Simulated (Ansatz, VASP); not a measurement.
**W in VASP and in Ansatz**

File INCAR:

```
SYSTEM = W
PREC     = Accurate       ! precision mode
ENCUT    = 520            ! plane-wave cutoff, eV
EDIFF    = 1E-7           ! SCF threshold, eV
ISMEAR   = -1             ! smearing method
SIGMA    = 0.05           ! smearing width, eV
LREAL    = .False.        ! projectors in reciprocal space
LASPH    = .True.         ! aspherical terms in the spheres
NELM     = 100            ! most SCF steps
ALGO     = Normal         ! electronic algorithm
ISIF     = 2              ! what is computed and relaxed
LWAVE    = .False.        ! write WAVECAR
LCHARG   = .False.        ! write CHGCAR
GGA      = PE             ! functional
NBANDS   = 13             ! bands
```

Contents of KPOINTS:

```
regular mesh
0
Gamma
  14 14 14
  0 0 0
```

File POSCAR:

```
W
1.0
    0.0000000000      2.0632846043      2.0632846043
    2.0632846043      0.0000000000      2.0632846043
    2.0632846043      2.0632846043      0.0000000000
W
1
Direct
    0.0000000000      0.0000000000      0.0000000000
```

Input for Ansatz:

```yaml
crystal:
  lattice:
    - [0.0, 2.0632846043, 2.0632846043]
    - [2.0632846043, 0.0, 2.0632846043]
    - [2.0632846043, 2.0632846043, 0.0]
  atoms:
    - { symbol: W, position: [0.0, 0.0, 0.0] }
kpoints:
  mp_grid: { grid: [14, 14, 14] }
scf:
  occupations: { method: fermi_dirac, width: 0.05 }
hamiltonian:
  xc: pbe
  pseudopotentials: { kind: all_electron, lapw: { basis_error: 0.00025 } }
output:
  forces: true
  stress: true
  eigenvalues: true
```

Change from the starting cell: volume scaled by 1.05.

Alike in both runs: task single point; functional PBE; k mesh 14 × 14 × 14; occupations fermi-dirac, width 0.05 eV; no spin polarisation.

```csv
,VASP,Ansatz
version,VASP 6.6.1,Ansatz 0.2.0
potentials or method,"VASP PAW PBE potentials, release 64 (W_sv)","all-electron LAPW, scalar-relativistic"
plane-wave cutoff (eV),520,see its input
```

Ansatz gave:

```
pressure (GPa) : -16.2
```

Question: Which values does VASP return?

Answer: Pressure (GPa): -16.0.

Ansatz ran all-electron here, so the differences hold the error of VASP's frozen core and of both bases.

Caveats: so large a pressure means that the cell lies far from this level's equilibrium, or that cutoff or potentials fall short (VASP). The runs have no spin-orbit coupling, so splittings on W are missing.
